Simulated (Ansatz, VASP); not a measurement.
# Cross-check of GaAs between VASP and Ansatz, part 3 of 3

Wanted: the spread between two codes on one cell, functional and k mesh.

VASP 6.6.1 and Ansatz 0.2.0.

So far: The structure; Ansatz: zone-centre phonons, LDA; VASP: zone-centre phonons, LDA.

### Step 3. VASP: zone-centre phonons, LDA (continued)

Level of this step: LDA; plane waves and PAW (As, Ga_d) (VASP).

Numbers of over 12 decimals in the logs are rounded to 6 here.

OUTCAR, selected parts (step 3):

```text
ion  position               nearest neighbor table
   1  0.500  0.000  0.750-   3 2.40   4 2.40   4 2.40   3 2.40
   2  0.000  0.500  0.250-   3 2.40   4 2.40   3 2.40   4 2.40
   3  0.000  0.000  0.000-   1 2.40   2 2.40   2 2.40   1 2.40
   4  0.500  0.500  0.500-   1 2.40   2 2.40   1 2.40   2 2.40

  LATTYP: Found a simple tetragonal cell.
 ALAT       =     3.8481961760
 C/A-ratio  =     1.4947545809

 Subroutine GETGRP returns: Found  8 space group operations
 (whereof  8 operations were pure point group operations)

The static configuration has the point symmetry D_2d.

 Found    105 irreducible k-points:

   k-points           NKPTS =    105   k-points in BZ     NKDIM =    105   number of bands    NBANDS=     24

   dimension x,y,z NGX =    28 NGY =   28 NGZ =   42
   dimension x,y,z NGXF=    56 NGYF=   56 NGZF=   84

   ENCUT  =  500.0 eV  36.75 Ry    6.06 a.u.   7.02  7.02 10.49*2*pi/ulx,y,z

   NELECT =      36.0000    total number of electrons

 k-points in reciprocal lattice and weights: Automatic mesh
   0.00000000  0.00000000  0.00000000       0.001
   0.10000000  0.00000000  0.00000000       0.005
   0.20000000  0.00000000  0.00000000       0.005
   0.30000000  0.00000000  0.00000000       0.005
   0.40000000  0.00000000  0.00000000       0.005
   0.50000000  0.00000000  0.00000000       0.003
   0.10000000  0.10000000  0.00000000       0.005
   0.20000000  0.10000000  0.00000000       0.010
   0.30000000  0.10000000  0.00000000       0.010
[...]
0.000000000  3.848196176  0.000000000     0.000000000  0.259862012  0.000000000
     0.000000000  0.000000000  5.752108862     0.000000000  0.000000000  0.173849283

 POSITION                                       TOTAL-FORCE (eV/Angst)
 -----------------------------------------------------------------------------------
      1.92410      0.00000      4.31408        -0.000000     -0.000000     -0.000000
      0.00000      1.92410      1.43803        -0.000000     -0.000000      0.000000
      0.00000      0.00000      0.00000         0.000000     -0.000000     -0.000000
      1.92410      1.92410      2.87605         0.000000      0.000000      0.000000
 -----------------------------------------------------------------------------------
    total drift:                                0.000000      0.000000      0.000000

 MACROSCOPIC STATIC DIELECTRIC TENSOR (including local field effects in DFT)
 ------------------------------------------------------
          12.921386    -0.000000     0.000000
          -0.000000    12.921386     0.000000
           0.000000    -0.000000    13.296873
 ------------------------------------------------------

 PIEZOELECTRIC TENSOR (including local field effects)  for field in x, y, z        (C/m^2)
          XX          YY          ZZ          XY          YZ          ZX
  --------------------------------------------------------------------------------
  x     0.00000     0.00000     0.00000     0.00000     0.00000     0.79037
  y     0.00000     0.00000     0.00000     0.00000    -0.79037     0.00000
  z     0.69922    -0.69922     0.00000     0.00000     0.00000     0.00000

 BORN EFFECTIVE CHARGES (including local field effects) (in |e|, cummulative output)
 ---------------------------------------------------------------------------------
 ion    1
    1    -1.90536     0.00000     0.00000
    2     0.00000    -1.90536     0.00000
    3     0.00000     0.00000    -2.17626
 ion    2
    1    -1.90536     0.00000     0.00000
    2     0.00000    -1.90536     0.00000
    3     0.00000     0.00000    -2.17626
 ion    3
    1     1.90536     0.00000     0.00000
    2     0.00000     1.90536    -0.00000
    3     0.00000     0.00000     2.17626
 ion    4
    1     1.90536     0.00000     0.00000
    2     0.00000     1.90536    -0.00000
    3     0.00000     0.00000     2.17626

 Eigenvectors and eigenvalues of the dynamical matrix
 ----------------------------------------------------

   1 f  =    8.475135 THz    53.250845 2PiTHz  282.700082 cm-1    35.050327 meV
             X         Y         Z           dx          dy          dz
      1.924098  0.000000  4.314082    -0.000000   -0.000000    0.490644
      0.000000  1.924098  1.438027    -0.000000   -0.000000    0.490644
      0.000000  0.000000  0.000000     0.000000    0.000000   -0.509184
      1.924098  1.924098  2.876054     0.000000    0.000000   -0.509184

   2 f  =    8.385458 THz    52.687387 2PiTHz  279.708773 cm-1    34.679452 meV
             X         Y         Z           dx          dy          dz
      1.924098  0.000000  4.314082    -0.377070   -0.314075   -0.000000
      0.000000  1.924098  1.438027    -0.377070   -0.314075    0.000000
      0.000000  0.000000  0.000000     0.391172    0.325821    0.000000
      1.924098  1.924098  2.876054     0.391172    0.325821    0.000000

   3 f  =    8.385458 THz    52.687387 2PiTHz  279.708773 cm-1    34.679452 meV
             X         Y         Z           dx          dy          dz
      1.924098  0.000000  4.314082     0.314075   -0.377070   -0.000000
      0.000000  1.924098  1.438027     0.314075   -0.377070    0.000000
      0.000000  0.000000  0.000000    -0.325821    0.391172   -0.000000
      1.924098  1.924098  2.876054    -0.325821    0.391172   -0.000000

   4 f  =    7.909836 THz    49.698967 2PiTHz  263.843739 cm-1    32.712440 meV
             X         Y         Z           dx          dy          dz
      1.924098  0.000000  4.314082     0.238172   -0.468113    0.000000
      0.000000  1.924098  1.438027    -0.238172    0.468113   -0.000000
      0.000000  0.000000  0.000000    -0.214691   -0.421962   -0.000000
      1.924098  1.924098  2.876054     0.214691    0.421962    0.000000

   5 f  =    7.909836 THz    49.698967 2PiTHz  263.843739 cm-1    32.712440 meV
             X         Y         Z           dx          dy          dz
      1.924098  0.000000  4.314082    -0.468113   -0.238172   -0.000000
      0.000000  1.924098  1.438027     0.468113    0.238172    0.000000
      0.000000  0.000000  0.000000     0.421962   -0.214691   -0.000000
      1.924098  1.924098  2.876054    -0.421962    0.214691   -0.000000

   6 f  =    7.466411 THz    46.912846 2PiTHz  249.052672 cm-1    30.878582 meV
             X         Y         Z           dx          dy          dz
      1.924098  0.000000  4.314082     0.000000   -0.000000    0.000000
      0.000000  1.924098  1.438027    -0.000000    0.000000   -0.000000
      0.000000  0.000000  0.000000    -0.000000   -0.000000    0.707107
      1.924098  1.924098  2.876054     0.000000    0.000000   -0.707107

   7 f  =    6.993485 THz    43.941362 2PiTHz  233.277550 cm-1    28.922717 meV
             X         Y         Z           dx          dy          dz
      1.924098  0.000000  4.314082     0.000000    0.000000   -0.707107
      0.000000  1.924098  1.438027    -0.000000    0.000000    0.707107
      0.000000  0.000000  0.000000    -0.000000   -0.000000    0.000000
      1.924098  1.924098  2.876054     0.000000   -0.000000   -0.000000

   8 f  =    2.152070 THz    13.521856 2PiTHz   71.785335 cm-1     8.900243 meV
             X         Y         Z           dx          dy          dz
      1.924098  0.000000  4.314082    -0.464489    0.091622    0.000000
      0.000000  1.924098  1.438027     0.464489   -0.091622   -0.000000
      0.000000  0.000000  0.000000    -0.515291   -0.101643   -0.000000
      1.924098  1.924098  2.876054     0.515291    0.101643   -0.000000

   9 f  =    2.152070 THz    13.521856 2PiTHz   71.785335 cm-1     8.900243 meV
             X         Y         Z           dx          dy          dz
      1.924098  0.000000  4.314082    -0.091622   -0.464489    0.000000
      0.000000  1.924098  1.438027     0.091622    0.464489    0.000000
      0.000000  0.000000  0.000000    -0.101643    0.515291    0.000000
      1.924098  1.924098  2.876054     0.101643   -0.515291    0.000000

  10 f/i=    0.003171 THz     0.019924 2PiTHz    0.105771 cm-1     0.013114 meV
             X         Y         Z           dx          dy          dz
      1.924098  0.000000  4.314082     0.508432   -0.025923   -0.000000
      0.000000  1.924098  1.438027     0.508432   -0.025923   -0.000000
      0.000000  0.000000  0.000000     0.490103   -0.024989   -0.000000
      1.924098  1.924098  2.876054     0.490103   -0.024989   -0.000000

  11 f/i=    0.003171 THz     0.019924 2PiTHz    0.105771 cm-1     0.013114 meV
             X         Y         Z           dx          dy          dz
      1.924098  0.000000  4.314082     0.025923    0.508432   -0.000000
      0.000000  1.924098  1.438027     0.025923    0.508432   -0.000000
      0.000000  0.000000  0.000000     0.024989    0.490103   -0.000000
      1.924098  1.924098  2.876054     0.024989    0.490103   -0.000000

  12 f/i=    0.004787 THz     0.030077 2PiTHz    0.159673 cm-1     0.019797 meV
             X         Y         Z           dx          dy          dz
      1.924098  0.000000  4.314082     0.000000    0.000000    0.509184
      0.000000  1.924098  1.438027     0.000000    0.000000    0.509184
      0.000000  0.000000  0.000000     0.000000    0.000000    0.490644
      1.924098  1.924098  2.876054     0.000000    0.000000    0.490644

 MACROSCOPIC STATIC DIELECTRIC TENSOR IONIC CONTRIBUTION
 ------------------------------------------------------
           1.484518     0.000000    -0.000000
           0.000000     1.484518     0.000000
          -0.000000     0.000000     1.895923
 ------------------------------------------------------

 ELASTIC MODULI CONTR FROM IONIC RELAXATION (kBar)
 Direction    XX          YY          ZZ          XY          YZ          ZX
 --------------------------------------------------------------------------------
 XX        -277.2195    277.2195      0.0000      0.0000      0.0000      0.0000
 YY         277.2195   -277.2195      0.0000      0.0000     -0.0000     -0.0000
 ZZ           0.0000      0.0000      0.0000      0.0000      0.0000      0.0000
 XY           0.0000      0.0000      0.0000      0.0000      0.0000      0.0000
 YZ           0.0000     -0.0000      0.0000      0.0000   -253.6228      0.0000
 ZX           0.0000     -0.0000      0.0000      0.0000      0.0000   -295.4704
 --------------------------------------------------------------------------------

 PIEZOELECTRIC TENSOR IONIC CONTR  for field in x, y, z        (C/m^2)
          XX          YY          ZZ          XY          YZ          ZX
  --------------------------------------------------------------------------------
  x     0.00000    -0.00000     0.00000     0.00000     0.00000    -0.62319
  y    -0.00000     0.00000     0.00000     0.00000     0.57738    -0.00000
  z    -0.68217     0.68217     0.00000     0.00000     0.00000     0.00000
```

With a direct gap this small, the dielectric response converges slowly with the mesh, so tensor and charges are uncertain; a mesh that holds the point of the least gap tends to give too large a tensor.

### Step 4. Side by side

Known differences besides the PAW data sets themselves: the two LDA forms differ slightly; the data sets hold 56 valence electrons in Ansatz (default PAW (the set named soft_2) files) and 36 in VASP; the cutoff is 420 eV in Ansatz and 500 eV in VASP; Ansatz makes its cores anew for this functional, VASP keeps those of its LDA data sets. Total energies have different zeros and are not compared.

The two programs side by side:

| quantity | Ansatz | VASP | difference |
| --- | --- | --- | --- |
| ε∞ xx | 13.38 | 12.92 | +3.54 % |
| ε∞ yy | 13.38 | 12.92 | +3.54 % |
| ε∞ zz | 13.54 | 13.30 | +1.80 % |
| Born charge of As1 (mean of the diagonal) (e) | -2.01 | -2.00 | -0.02 |
| Born charge of Ga3 (mean of the diagonal) (e) | 2.01 | 2.00 | +0.02 |
| mode 4 to 5 (cm⁻¹) | 71.7 | 71.8 | -0.19 % |
| mode 6 (cm⁻¹) | 231.8 | 233.3 | -0.65 % |
| mode 7 (cm⁻¹) | 246.7 | 249.1 | -0.93 % |
| mode 8 to 9 (cm⁻¹) | 261.2 | 263.8 | -0.99 % |
| mode 10 to 11 (cm⁻¹) | 277.1 | 279.7 | -0.93 % |
| mode 12 (cm⁻¹) | 280.5 | 282.7 | -0.78 % |

### Step 5. Results

| Item | Value |
| --- | --- |
| difference in mode 8 to 9 (zone-centre phonons, LDA) | -0.99 % |
| difference in ε∞ xx (zone-centre phonons, LDA) | +3.5 % |

In words: The difference in mode 8 to 9 is -0.99 % (zone-centre phonons, LDA), within the 3 % picked in this series as the mark of a large difference. Among the rows given in per cent, the largest difference of the zone-centre phonons, LDA pair is in ε∞ xx, +3.5 %; the dielectric tensor converges slowly with the mesh, which Ansatz refines and VASP takes as typed. How closely two codes agree says nothing of how well the functional describes the real material.

[Lines on the potential files, build, host, timing and source positions are cut from VASP's logs without a mark.]

[Logs are printed without paths, hosts, clocks, repeated set-up lines and the standing remarks that a program may print on its own settings, such as how far it seeks lower states.]

[Hosts, paths, dates, database ids (printed as entryN), source tags and the programs' standing remarks are cut or masked in the printed files.]
